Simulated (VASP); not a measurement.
# GaN (Immm) in VASP: further runs, part 2 of 2

VASP 6.6.1.

### 5 Single point, LDA (strain -0.0200 x Voigt [0, 0, 0, 0, 1, 0], atoms carried along)

The input, INCAR:

```
SYSTEM = GaN
ALGO = Fast
EDIFF = 1E-7
ENCUT = 520
GGA = CA
ISIF = 2
ISMEAR = 0
LASPH = .TRUE.
LCHARG = .FALSE.
LREAL = .FALSE.
LWAVE = .FALSE.
NBANDS = 16
NELM = 100
PREC = Accurate
SIGMA = 0.03
```

The input, KPOINTS:

```
k-points
0
G
  14 14 14
  0 0 0
```

The input, POSCAR:

```
GaN
1.0
   -0.0213523500      2.1352350000      2.1352350000
    2.1138826500      0.0000000000      2.1138826500
    2.1352350000      2.1352350000     -0.0213523500
Ga N
1 1
Direct
    0.0000000000      0.0000000000      0.0000000000
    0.5000000000      0.5000000000      0.5000000000
```

Potentials or basis: VASP PAW LDA potentials, release 64 (Ga_d, N).

The run is started by

```
$ cat potpaw_LDA.64/Ga_d/POTCAR potpaw_LDA.64/N/POTCAR > POTCAR
$ mpirun -np 1 vasp_std > vasp.out
```

OUTCAR:

```text
SYSTEM = GaN
   EDIFF = 1E-7
   ENCUT = 520
   GGA = CA
   ISIF = 2
   ISMEAR = 0
   LASPH = .TRUE.
   LREAL = .FALSE.
   NELM = 100
   PREC = Accurate

 ion  position               nearest neighbor table
   1  0.000  0.000  0.000-   2 2.14   2 2.14   2 2.14   2 2.14   2 2.14   2 2.14
   2  0.500  0.500  0.500-   1 2.14   1 2.14   1 2.14   1 2.14   1 2.14   1 2.14

  LATTYP: Found a body centered orthorhombic cell.
 ALAT       =     2.9894815129
 B/A-ratio  =     1.0202020202
 C/A-ratio  =     1.4284985479

  Lattice vectors:

 A1 = (   2.1352350000,  -2.1352350000,  -0.0213523500)
 A2 = (  -2.1352350000,  -2.1352350000,   0.0213523500)
 A3 = (   0.0213523500,   2.1352350000,  -2.1352350000)

Analysis of symmetry for initial positions (statically):
=====================================================================
 Subroutine PRICEL returns:
 Original cell was already a primitive cell.

 Routine SETGRP: Setting up the symmetry group for a
 body centered orthorhombic supercell.

 Subroutine GETGRP returns: Found  8 space group operations
 (whereof  8 operations were pure point group operations)
 out of a pool of  8 trial point group operations.

The static configuration has the point symmetry D_2h.

Analysis of symmetry for dynamics (positions and initial velocities):
=====================================================================
 Subroutine PRICEL returns:
 Original cell was already a primitive cell.

 Routine SETGRP: Setting up the symmetry group for a
 body centered orthorhombic supercell.

 Subroutine GETGRP returns: Found  8 space group operations
 (whereof  8 operations were pure point group operations)
 out of a pool of  8 trial point group operations.

The dynamic configuration has the point symmetry D_2h.

 Subroutine INISYM returns: Found  8 space group operations
 (whereof  8 operations are pure point group operations),
 and found     1 'primitive' translations

----------------------------------------------------------------------------------------

                                     Primitive cell

  volume of cell :      19.4681

  direct lattice vectors                    reciprocal lattice vectors
    -0.021352350  2.135235000  2.135235000    -0.231847785  0.234166263  0.231847785
     2.113882650  0.000000000  2.113882650     0.236531579 -0.234166263  0.236531579
     2.135235000  2.135235000 -0.021352350     0.231847785  0.234166263 -0.231847785

  length of vectors
     3.019753787  2.989481513  3.019753787     0.402915164  0.408323663  0.402915164

  position of ions in fractional coordinates (direct lattice)
     0.000000000  0.000000000  0.000000000
     0.500000000  0.500000000  0.500000000

  ion indices of the primitive-cell ions
   primitive index   ion index
                 1           1
                 2           2

----------------------------------------------------------------------------------------

 KPOINTS: k-points

Automatic generation of k-mesh.
 Grid dimensions read from file:
 generate k-points for:   14   14   14

 Generating k-lattice:

  Cartesian coordinates                     Fractional coordinates (reciprocal lattice)
    -0.016560556  0.016726162  0.016560556     0.071428571  0.000000000 -0.000000000
     0.016895113 -0.016726162  0.016895113     0.000000000  0.071428571  0.000000000
     0.016560556  0.016726162 -0.016560556     0.000000000  0.000000000  0.071428571

  Length of vectors
     0.028779655  0.029165976  0.028779655

  Shift w.r.t. Gamma in fractional coordinates (k-lattice)
     0.000000000  0.000000000  0.000000000

 Subroutine IBZKPT returns following result:
 ===========================================

 Found    428 irreducible k-points:

 Following reciprocal coordinates:
            Coordinates               Weight
  0.000000  0.000000  0.000000      1.000000
  0.071429  0.000000 -0.000000      4.000000
  0.142857  0.000000 -0.000000      4.000000
  0.214286  0.000000  0.000000      4.000000
  0.285714  0.000000 -0.000000      4.000000
  0.357143  0.000000 -0.000000      4.000000
[... 16 lines left out ...]
  0.000000  0.142857  0.000000      4.000000
  0.071429  0.142857  0.000000      8.000000
 [... further k-points ...]
   k-points           NKPTS =    428   k-points in BZ     NKDIM =    428   number of bands    NBANDS=     16
   number of dos      NEDOS =    301   number of ions     NIONS =      2
   total plane-waves  NPLWV =  13824
   dimension x,y,z NGX =    24 NGY =   24 NGZ =   24
   dimension x,y,z NGXF=    48 NGYF=   48 NGZF=   48
   ions per type =               1   1
   NGX,Y,Z   is equivalent  to a cutoff of  13.21, 13.35, 13.21 a.u.
   NGXF,Y,Z  is equivalent  to a cutoff of  26.43, 26.69, 26.43 a.u.
 SYSTEM =  GaN
   PREC   = accura    normal or accurate (medium, high low for compatibility)
   ISTART =      0    job   : 0-new  1-cont  2-samecut
   ICHARG =      2    charge: 1-file 2-atom 10-const
   ISPIN  =      1    spin polarized calculation?
   LNONCOLLINEAR =      F non collinear calculations
   LSORBIT =      F    spin-orbit coupling
   LASPH  =      T    aspherical Exc in radial PAW
   ENCUT  =  520.0 eV  38.22 Ry    6.18 a.u.   5.61  5.56  5.61*2*pi/ulx,y,z
   NELM   =    100;   NELMIN=  2; NELMDL= -5     # of ELM steps
   EDIFF  = 0.1E-06   stopping-criterion for ELM
   LREAL  =      F    real-space projection
   EDIFFG = 0.1E-05   stopping-criterion for IOM
   NSW    =      0    number of steps for IOM
   IBRION =     -1    ionic relax: 0-MD 1-quasi-New 2-CG
   NFREE  =      0    steps in history (QN), initial steepest desc. (CG)
   ISIF   =      2    stress and relaxation
   ISYM   =      2    0-nonsym 1-usesym 2-fastsym
   POTIM  = 0.5000    time-step for ionic-motion
   TEBEG  =    0.0;   TEEND  =   0.0 temperature during run
   PSTRESS=    0.0 pullay stress
   NELECT =      18.0000    total number of electrons
   NUPDOWN=      -1.0000    fix difference up-down
   EMIN   =  10.00;   EMAX   =-10.00  energy-range for DOS
   EFERMI =   0.00;   METHOD = LEGACY
   ISMEAR =     0;   SIGMA  =   0.03  broadening in eV -4-tet -1-fermi 0-gaus
   EFERMI_NEDOS =   21; number of points for ismear=-14 and -15
   IALGO  =     68    algorithm
   IMIX   =      4    mixing-type and parameters
     AMIX     =   0.40;   BMIX     =  1.00
     AMIX_MAG =   1.60;   BMIX_MAG =  1.00
  volume/ion in A,a.u.               =       9.73        65.69
  Fermi-wavevector in a.u.,A,eV,Ry     =   1.594867  3.013862 34.607788  2.543601
  Thomas-Fermi vector in A             =   2.692875
   LORBIT       =      0    0 simple, 1 ext, 2 COOP (PROOUT), +10 PAW based schemes
   GGA     = CA    functional components
   LHFCALC =     F    Hartree Fock is set to
   AEXX    =    0.0000 exact exchange contribution
   IVDW    =     0    specifies the selected vdW correction
   LEPSILON=     F    determine dielectric tensor
   LRPA    =     F    only Hartree local field effects (RPA)
 non-spin polarized calculation
 RMM-DIIS sequential band-by-band and
 Gauss-broadening in eV      SIGMA  =   0.03
  energy-cutoff  :      520.00
  volume of cell :       19.47
 maximum number of plane-waves:       540
   NGX = 11   NGY = 11   NGZ = 11

 number of electron      18.0000005 magnetization

 Free energy of the ion-electron system (eV)
  ---------------------------------------------------
  ext. energy  EPLUGINS =         0.00000000
  ---------------------------------------------------
  free energy    TOTEN  =       -13.03377719 eV

  energy without entropy =      -13.03377675  energy(sigma->0) =      -13.03377697

 E-fermi :   7.4457     XC(G=0): -13.3034

 val. band max:        7.3808309724   @ k =  -0.2143   0.0000   0.1429
 cond. band min:       7.5020839338   @ k =   0.5000   0.0000   0.5000
 fundamental gap:      0.1212529615
 Fermi energy:         7.4456622059

 k-point     1 :       0.0000    0.0000    0.0000
  band No.  band energies     occupation
      1      -9.5993      2.00000
      2      -6.8173      2.00000
      3      -6.8170      2.00000
      4      -6.8102      2.00000
      5      -6.7238      2.00000
      6      -6.7214      2.00000
[... 8 lines left out ...]
     15      22.3327      0.00000
     16      22.4476      0.00000
[... 419 lines left out ...]
 k-point    24 :       0.0714    0.1429    0.0000
  band No.  band energies     occupation
      1      -9.2446      2.00000
      2      -6.8304      2.00000
      3      -6.7983      2.00000
      4      -6.7877      2.00000
      5      -6.7654      2.00000
      6      -6.7184      2.00000
[... 8 lines left out ...]
     15      23.8486      0.00000
     16      24.5793      0.00000

 [... further k-points ...]

------------------------ aborting loop because EDIFF is reached ----------------------------------------

  FORCE on cell =-STRESS in cart. coord.  units (eV):
  Direction    XX          YY          ZZ          XY          YZ          ZX
  --------------------------------------------------------------------------------------
  -------------------------------------------------------------------------------------
  Total       -1.5234655     -1.5377930     -1.5234655     -0.0000000      0.0000000      0.5077103
  in kB     -125.3775032   -126.5566173   -125.3775032     -0.0000000      0.0000000     41.7833249
  external PRESSURE =    -125.7705412 kB  Pullay stress =       0.0000000 kB

 VOLUME and BASIS-vectors are now :
 -----------------------------------------------------------------------------
  energy-cutoff  :      520.00
  volume of cell :       19.47
      direct lattice vectors                 reciprocal lattice vectors
    -0.021352350  2.135235000  2.135235000    -0.231847785  0.234166263  0.231847785
     2.113882650  0.000000000  2.113882650     0.236531579 -0.234166263  0.236531579
     2.135235000  2.135235000 -0.021352350     0.231847785  0.234166263 -0.231847785

 POSITION                                       TOTAL-FORCE (eV/Angst)
 -----------------------------------------------------------------------------------
      0.00000      0.00000      0.00000         0.000000     -0.000000     -0.000000
      2.11388      2.13524      2.11388        -0.000000      0.000000      0.000000
 -----------------------------------------------------------------------------------
    total drift:                                0.000000     -0.000000     -0.000000

  FREE ENERGIE OF THE ION-ELECTRON SYSTEM (eV)
  ---------------------------------------------------
  free  energy   TOTEN  =       -13.0337771915 eV

  energy  without entropy=      -13.0337767477  energy(sigma->0) =      -13.03377697
```

OSZICAR:

```text
N       E                     dE             d eps       ncg     rms          rms(c)
DAV:   1     0.714134976462E+02    0.71413E+02   -0.92618E+03 15864   0.210E+03
DAV:   2    -0.104897786033E+02   -0.81903E+02   -0.76270E+02 15864   0.315E+02
DAV:   3    -0.147714927308E+02   -0.42817E+01   -0.42686E+01 15880   0.607E+01
DAV:   4    -0.148060422347E+02   -0.34550E-01   -0.34546E-01 16856   0.565E+00
DAV:   5    -0.148064394444E+02   -0.39721E-03   -0.39721E-03 16344   0.570E-01    0.704E+00
RMM:   6    -0.130972974802E+02    0.17091E+01   -0.21644E+00 19779   0.102E+01    0.217E+00
RMM:   7    -0.130585288090E+02    0.38769E-01   -0.93415E-02 19189   0.317E+00    0.142E+00
RMM:   8    -0.130348722290E+02    0.23657E-01   -0.38303E-02 20123   0.189E+00    0.277E-01
RMM:   9    -0.130337245481E+02    0.11477E-02   -0.45700E-03 21160   0.557E-01    0.670E-02
RMM:  10    -0.130337792336E+02   -0.54685E-04   -0.53644E-04 21555   0.205E-01    0.281E-02
RMM:  11    -0.130337770255E+02    0.22080E-05   -0.55083E-05 22133   0.656E-02    0.639E-03
RMM:  12    -0.130337786737E+02   -0.16481E-05   -0.65352E-06 20822   0.218E-02    0.103E-02
RMM:  13    -0.130337771983E+02    0.14754E-05   -0.33451E-06 18996   0.133E-02    0.490E-03
RMM:  14    -0.130337771915E+02    0.68048E-08   -0.25573E-07 14067   0.542E-03
   1 F= -.13033777E+02 E0= -.13033777E+02  d E =-.443777E-06
```

It took 90 s on 1 thread of AMD EPYC 9R45 (Zen 5), shared host; peak memory 0.2 GiB.

Results:

- Free energy: -13.0338 eV
- Pressure: -12.6 GPa
- Band gap on the k mesh: 0.12 eV, indirect (least direct gap 2.31 eV)

Stress tensor (GPa, compression positive):
```
-12.54   0.00   4.18
  0.00 -12.66   0.00
  4.18   0.00 -12.54
```

Levels at points of the mesh, in eV from the valence-band top:
| k point | band 7 | band 8 | band 9 | band 10 | band 11 | band 12 |
| --- | --- | --- | --- | --- | --- | --- |
| (0.00, 0.00, 0.00) | -0.71 | -0.58 | -0.45 | 1.86 | 14.09 | 14.40 |
| (0.50, 0.00, 0.00) | -8.35 | -0.25 | -0.17 | 4.56 | 8.70 | 8.73 |
| (0.00, 0.50, 0.00) | -8.19 | -0.34 | -0.27 | 4.32 | 8.43 | 8.57 |
| (0.50, 0.50, 0.00) | -7.03 | -3.05 | -3.05 | 0.14 | 7.64 | 11.35 |
| (0.50, 0.00, 0.50) | -7.03 | -3.24 | -2.86 | 0.12 | 7.66 | 11.38 |

A k mesh can miss the band edges.

### 6 Summary

```csv
cell,further INCAR settings,gap on the mesh (eV),pressure (GPa)
"strain +0.0150 x Voigt [0, 0, 0, 0, 1, 0], atoms carried along",ALGO = Fast; EDIFF = 1e-06; NBANDS = 16,0.15,-12.6
"strain +0.0125 x Voigt [0, 0, 0, 0, 1, 0], atoms carried along",ALGO = Fast; EDIFF = 1e-07; NBANDS = 16,0.16,-12.6
"strain +0.0050 x Voigt [0, 0, 0, 0, 1, 0], atoms carried along",ALGO = Fast; EDIFF = 1e-06; NBANDS = 16,0.20,-12.6
"strain -0.0200 x Voigt [0, 0, 0, 0, 1, 0], atoms carried along",ALGO = Fast; EDIFF = 1e-07; NBANDS = 16,0.12,-12.6
```

Alike in all rows: task single point; level LDA; potentials or basis VASP PAW LDA potentials, release 64 (Ga_d, N); no spin polarisation; k mesh 14 × 14 × 14; cutoff (eV) 520; smearing gaussian 0.03 eV.

Total energies depend on the potentials used, so only differences within one code and one set of settings carry meaning.
